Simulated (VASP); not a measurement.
A run of VASP 6.6.1:

File INCAR:

```
ALGO = Fast ; EDIFF = 1E-6
ENCUT = 520 ; GGA = PS
ISIF = 2 ; ISMEAR = -1
LASPH = True ; LCHARG = False
LREAL = False ; LWAVE = False
NBANDS = 13 ; NELM = 60
PREC = Accurate ; SIGMA = 0.1
```

Contents of KPOINTS:

```
k-points
0
Gamma
  20 20 20
```

POSCAR

```
W
1.0
    2.6097013529      0.0000000000      0.0000000000
    0.0000000000      2.6097013529      0.0000000000
    0.0000000000      0.0000000000      2.6097013529
W
1
Direct
    0.0000000000      0.0000000000      0.0000000000
```

Potentials or basis: VASP PAW PBE potentials, release 64 (W_sv).

The run is started by

```console
$ cat potpaw_PBE.64/W_sv/POTCAR > POTCAR
$ mpirun -np 1 vasp_std > vasp.out
```

Hardware: 1 thread of AMD EPYC 9R14 (Zen 4), on a shared host.

How long does it take, and how much memory?

Wall time 31 s on 1 thread of AMD EPYC 9R14 (Zen 4) (shared host), peak memory 0.14 GiB. Counts: scf iterations 13, k points 286.
